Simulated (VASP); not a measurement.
These are r2SCAN meta-GGA, VASP's PBE PAW potentials (set 64) (plane waves; VASP 6.6.1) values and carry that method's errors.

A VASP calculation is set up with these files.

**KPOINTS**
```
Regular mesh
0
gamma
 9 9 9
```

**INCAR**
```
ALGO=Normal
EDIFF=1E-5
EDIFFG=-0.03
ENCUT=450
IBRION=2
ISIF=2
ISMEAR=0
LASPH=.True.
LCHARG=.False.
LMIXTAU=.True.
LREAL=.False.
LWAVE=.False.
METAGGA=R2SCAN
NELM=100
NELMIN=4
NSW=20
PREC=Normal
SIGMA=0.05
SYSTEM=CaF2
```

File POSCAR:
```
CaF2
1
    0.0000000000     2.7271805564     2.7271805564
    2.7271805564     0.0000000000     2.7271805564
    2.7271805564     2.7271805564     0.0000000000
Ca F
1 2
Direct
  0.0000000000   0.0000000000   0.0000000000
  0.2500000000   0.2500000000   0.2500000000
  0.7500000000   0.7500000000   0.7500000000
```

POTCAR, in this order: Ca_sv F (PBE.64 set). Program: vasp_std.

Output of the run:

File OSZICAR:
```
       N       E                     dE             d eps       ncg     rms          rms(c)
DAV:   1     0.193626417676E+03    0.19363E+03   -0.13308E+04  1120   0.141E+03
DAV:   2    -0.250181694438E+02   -0.21864E+03   -0.21418E+03  1392   0.380E+02
DAV:   3    -0.334286118887E+02   -0.84104E+01   -0.84002E+01  1432   0.838E+01
DAV:   4    -0.337646404173E+02   -0.33603E+00   -0.33593E+00  1760   0.123E+01
DAV:   5    -0.337675257014E+02   -0.28853E-02   -0.28853E-02  1432   0.126E+00    0.699E+00
DAV:   6    -0.263439938523E+02    0.74235E+01   -0.35920E+00  1528   0.188E+01    0.313E+00
DAV:   7    -0.264526288518E+02   -0.10863E+00   -0.23780E+00  1152   0.154E+01    0.238E+00
DAV:   8    -0.258482132453E+02    0.60442E+00   -0.63496E-01  1120   0.977E+00    0.115E+00
DAV:   9    -0.256085936101E+02    0.23962E+00   -0.50210E-01  1248   0.632E+00    0.116E+00
DAV:  10    -0.259636332785E+02   -0.35504E+00   -0.56653E-01  1264   0.694E+00    0.408E-01
DAV:  11    -0.259550744260E+02    0.85589E-02   -0.12755E-02  1496   0.132E+00    0.369E-01
DAV:  12    -0.259618227602E+02   -0.67483E-02   -0.14220E-02  1144   0.116E+00    0.538E-02
DAV:  13    -0.259620312481E+02   -0.20849E-03   -0.19193E-03  1416   0.403E-01    0.324E-02
DAV:  14    -0.259626765551E+02   -0.64531E-03   -0.63936E-04  1232   0.277E-01    0.654E-02
DAV:  15    -0.259623452472E+02    0.33131E-03   -0.36336E-04  1184   0.167E-01    0.171E-02
DAV:  16    -0.259624174204E+02   -0.72173E-04   -0.68603E-05  1184   0.102E-01    0.789E-03
DAV:  17    -0.259624327346E+02   -0.15314E-04   -0.18637E-05  1240   0.482E-02    0.154E-03
DAV:  18    -0.259624394734E+02   -0.67389E-05   -0.13479E-06   664   0.133E-02
   1 F= -.25962439E+02 E0= -.25962439E+02  d E =-.259624E+02
```

File OUTCAR:
```
------------------------ aborting loop because EDIFF is reached ----------------------------------------
  FORCE on cell =-STRESS in cart. coord.  units (eV):
  Direction    XX          YY          ZZ          XY          YZ          ZX
  --------------------------------------------------------------------------------------
  Total       -0.5472106     -0.5472106     -0.5472106      0.0000000      0.0000000      0.0000000
  in kB      -21.6119221    -21.6119221    -21.6119221      0.0000000      0.0000000      0.0000000
  external PRESSURE =     -21.6119221 kB  Pullay stress =       0.0000000 kB
  volume of cell :       40.57
      direct lattice vectors                 reciprocal lattice vectors
     0.000000000  2.727180556  2.727180556    -0.183339529  0.183339529  0.183339529
     2.727180556  0.000000000  2.727180556     0.183339529 -0.183339529  0.183339529
     2.727180556  2.727180556  0.000000000     0.183339529  0.183339529 -0.183339529
 POSITION                                       TOTAL-FORCE (eV/Angst)
 -----------------------------------------------------------------------------------
      0.00000      0.00000      0.00000         0.000000      0.000000      0.000000
      1.36359      1.36359      1.36359        -0.000000     -0.000000     -0.000000
      4.09077      4.09077      4.09077         0.000000     -0.000000      0.000000
 -----------------------------------------------------------------------------------
    total drift:                                0.000000     -0.000000      0.000000
  FREE ENERGIE OF THE ION-ELECTRON SYSTEM (eV)
  ---------------------------------------------------
  free  energy   TOTEN  =       -25.9624394734 eV

  energy  without entropy=      -25.9624394734  energy(sigma->0) =      -25.96243947

 reached required accuracy - stopping structural energy minimisation
```
(Selected blocks of OUTCAR.)

At this cut-off the stress carries a Pulay error, which pulls relaxed volumes low.

The compound is CaF2 in the fluorite structure. It was relaxed first.
